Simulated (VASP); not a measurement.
Here is a VASP 6.6.1 calculation.

INCAR

```
PREC = Accurate
ENCUT = 520
EDIFF = 1E-6
ISMEAR = 0
SIGMA = 0.03
LREAL = False
LASPH = True
NELM = 80
ALGO = Normal
ISIF = 2
LWAVE = False
LCHARG = False
GGA = PE
KPAR = 2
```

The input KPOINTS:

```
Automatic mesh
0
Gamma
  8 8 4
```

POSCAR

```
MgSn2N2
1.0
    3.2541880000      0.0000000000      0.0000000000
   -1.6270940000      2.8182100000      0.0000000000
    0.0000000000      0.0000000000      9.0593500000
Mg Sn N
1 2 2
Direct
    0.0000000000      0.0000000000      0.0000000000
    0.6666670000      0.3333330000      0.2895030000
    0.3333330000      0.6666670000      0.7104970000
    0.6666670000      0.3333330000      0.8546010000
    0.3333330000      0.6666670000      0.1453990000
```

Contents of KPOINTS_OPT:

```
path GMKGALHA,LM,KH
15
line-mode
reciprocal
 0.0000000000  0.0000000000  0.0000000000  G
 0.5000000000  0.0000000000  0.0000000000  M

 0.5000000000  0.0000000000  0.0000000000  M
 0.3333333333  0.3333333333  0.0000000000  K

 0.3333333333  0.3333333333  0.0000000000  K
 0.0000000000  0.0000000000  0.0000000000  G

 0.0000000000  0.0000000000  0.0000000000  G
 0.0000000000  0.0000000000  0.5000000000  A

 0.0000000000  0.0000000000  0.5000000000  A
 0.5000000000  0.0000000000  0.5000000000  L

 0.5000000000  0.0000000000  0.5000000000  L
 0.3333333333  0.3333333333  0.5000000000  H

 0.3333333333  0.3333333333  0.5000000000  H
 0.0000000000  0.0000000000  0.5000000000  A

 0.5000000000  0.0000000000  0.5000000000  L
 0.5000000000  0.0000000000  0.0000000000  M

 0.3333333333  0.3333333333  0.0000000000  K
 0.3333333333  0.3333333333  0.5000000000  H
```

Potentials or basis: VASP PAW PBE potentials, release 64 (Mg, Sn_d, N).

Command:

```bash
$ cat potpaw_PBE.64/Mg/POTCAR potpaw_PBE.64/Sn_d/POTCAR potpaw_PBE.64/N/POTCAR > POTCAR
$ mpirun -np 2 vasp_std > vasp.out
```

Q: What does it give for the largest force?

A: 0.004 eV/Å.

Q: What does it give for the band gap on the k mesh?

A: 0.86 eV, indirect (least direct gap 1.46 eV).

Levels at the corners of the path, in eV from the valence-band top:
| point | band 16 | band 17 | band 18 | band 19 | band 20 | band 21 | band 22 | band 23 | band 24 |
| --- | --- | --- | --- | --- | --- | --- | --- | --- | --- |
| Γ | -1.15 | -1.15 | -0.86 | -0.86 | 0.00 | 1.46 | 3.20 | 7.78 | 8.26 |
| M | -3.52 | -2.29 | -1.93 | -1.51 | -0.92 | 0.88 | 1.59 | 4.68 | 5.18 |
| M | -3.52 | -2.29 | -1.93 | -1.51 | -0.92 | 0.88 | 1.59 | 4.68 | 5.18 |
| K | -4.43 | -3.17 | -3.17 | -0.44 | -0.44 | 0.87 | 2.20 | 3.15 | 3.15 |
| K | -4.43 | -3.17 | -3.17 | -0.44 | -0.44 | 0.87 | 2.20 | 3.15 | 3.15 |
| Γ | -1.15 | -1.15 | -0.86 | -0.86 | 0.00 | 1.46 | 3.20 | 7.78 | 8.27 |
| Γ | -1.15 | -1.15 | -0.86 | -0.86 | 0.00 | 1.46 | 3.20 | 7.78 | 8.26 |
| A | -1.30 | -1.15 | -1.15 | -0.87 | -0.87 | 2.32 | 3.04 | 7.47 | 8.15 |
| A | -1.30 | -1.15 | -1.15 | -0.87 | -0.87 | 2.32 | 3.04 | 7.47 | 8.15 |
| L | -3.61 | -2.28 | -1.94 | -1.78 | -0.98 | 0.96 | 1.98 | 3.98 | 6.09 |
| L | -3.61 | -2.28 | -1.94 | -1.78 | -0.98 | 0.96 | 1.98 | 3.98 | 6.09 |
| H | -4.49 | -3.07 | -3.07 | -0.69 | -0.69 | 1.42 | 1.54 | 3.55 | 3.55 |
| H | -4.49 | -3.07 | -3.07 | -0.69 | -0.69 | 1.42 | 1.54 | 3.55 | 3.55 |
| A | -1.30 | -1.15 | -1.15 | -0.87 | -0.87 | 2.32 | 3.04 | 7.47 | 8.15 |
| L | -3.61 | -2.28 | -1.94 | -1.78 | -0.98 | 0.96 | 1.98 | 3.98 | 6.09 |
| M | -3.52 | -2.29 | -1.93 | -1.51 | -0.92 | 0.88 | 1.59 | 4.68 | 5.18 |
| K | -4.43 | -3.17 | -3.17 | -0.44 | -0.44 | 0.87 | 2.20 | 3.15 | 3.15 |
| H | -4.49 | -3.07 | -3.07 | -0.69 | -0.69 | 1.42 | 1.54 | 3.55 | 3.55 |

Caveat: spin-orbit coupling is left out, which moves the levels of the heavy elements. A hybrid or GW would open this gap; PBE tends to underestimate it.
